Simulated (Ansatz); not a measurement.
BaO (Fm-3m) from a database structure, relaxed with r2SCAN: space group Fm-3m (No. 225), cubic; a = 5.544 Å in the conventional setting, 21.30 Å³ an atom. Ba is surrounded by 6 O at 2.77 Å; O is surrounded by 6 Ba at 2.77 Å. One-shot G0W0@PBE in the PAW code Ansatz on a 6×6×6 mesh (contour deformation, no spin-orbit coupling), from a PBE gap of 2.050 eV over the mesh points (the G0W0 gap is direct on the mesh); the number N of bands summed and the screening cutoff rise together. Calculated for a static, non-magnetic cell.

```tsv
N	cutoff (eV)	1000/N	G0W0 gap (eV)
135	120	7.407	3.123
323	220	3.096	3.311
```

Task: Lay a straight line in 1000/N through these rows.

Result: The slope is -0.0436 eV per unit of 1000/N and the intercept 3.446 eV.

Task: Predict the gap at N = 587 (300 eV).

Result: 3.446 + (-0.0436) × 1.704 = 3.372 eV; the run gives 3.389 eV, +0.017 eV from the line.

Task: With that run's result added, what limit do the last two rows suggest?

Result: Their slope is (3.389 − 3.311)/(1.704 − 3.096) = -0.0560, which meets 1/N = 0 at 3.48 eV, against 3.446 eV from the first line. The slope steepens, so 1/N isn't yet asymptotic and the true limit probably lies higher still; the k mesh isn't extrapolated.

The runs are scalar-relativistic, without spin-orbit coupling.
